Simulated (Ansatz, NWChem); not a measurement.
C2H6O2 (ethylene glycol): a line through the functionals

C2H6O2 has 10 atoms, charge 0, and is taken as a singlet. SMILES: `OCCO`. The coordinates come from a PBE0-D4/def2-TZVP relaxation. This is a higher conformer, about 11 kJ/mol above the lowest found by a separate search.

The electronic atomisation energy y, in eV, basis 6-31G(d); a is the functional's share of exact exchange. Programs: Ansatz 0.2.0, NWChem 7.3.0.

| functional | program | a | y (eV) |
| --- | --- | --- | --- |
| PBE | Ansatz | 0 | 39.83 |
| TPSS | NWChem | 0 | 38.87 |
| B3LYP | Ansatz | 0.2 | ? |
| r2SCAN0 | Ansatz | 0.25 | 38.09 |
| PBE0 | Ansatz | 0.25 | 38.84 |
| BHLYP | Ansatz | 0.5 | 37.25 |

Q: Fit y = c + s·a to the known rows and predict B3LYP.

A: 
1. Means of the 5 rows: a = 0.2000, y = 38.576.
2. Σ(Δa)² = 0.175, Σ(Δa·Δy) = -0.7185, so the slope is -0.7185/0.175 = -4.1057.
3. Intercept: 38.576 − (-4.1057) × 0.2000 = 39.397. The largest residual of the fit is 0.53.
4. B3LYP: 39.397 + (-4.1057) × 0.2 = 38.58 eV.

The run gave 38.68 eV, so the prediction is off by -0.10 eV, within the scatter of the fit. The rows mix families of semi-local functionals, which the line can't see.
